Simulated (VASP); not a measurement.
Input of a VASP 6.6.1 run:

INCAR

```
SYSTEM = WC
ALGO     = Normal         ! electronic algorithm
EDIFF    = 1E-6           ! SCF threshold, eV
ENCUT    = 520            ! plane-wave cutoff, eV
GGA      = PE             ! functional
ISIF     = 2              ! what is computed and relaxed
ISMEAR   = 0              ! smearing method
LASPH    = .True.         ! aspherical terms in the spheres
LCHARG   = .False.        ! write CHGCAR
LREAL    = .False.        ! projectors in reciprocal space
LWAVE    = .False.        ! write WAVECAR
NELM     = 60             ! most SCF steps
PREC     = Accurate       ! precision mode
SIGMA    = 0.023          ! smearing width, eV
```

File KPOINTS:

```
k-points
0
Gamma
  10 10 9
  0 0 0
```

File POSCAR:

```
WC
1.0
    2.9065000000      0.0000000000      0.0000000000
   -1.4532500000      2.5171028361      0.0000000000
    0.0000000000      0.0000000000      2.8366000000
W C
1 1
Direct
    0.0000000000      0.0000000000      0.0000000000
    0.6666666667      0.3333333333      0.5000000000
```

Potentials or basis: VASP PAW PBE potentials, release 64 (W_sv, C).

Run with:

```bash
$ cat potpaw_PBE.64/W_sv/POTCAR potpaw_PBE.64/C/POTCAR > POTCAR
$ mpirun -np 1 vasp_std > vasp.out
```

Q: Estimate the pressure.

A: 6.7 GPa.

Q: Estimate the band gap on the k mesh.

A: None (metal or under the smearing width).

Stress tensor (GPa, compression positive):
```
6.95 0.00 0.00
0.00 6.95 0.00
0.00 0.00 6.28
```

The run has no spin-orbit coupling, so splittings on W are missing.
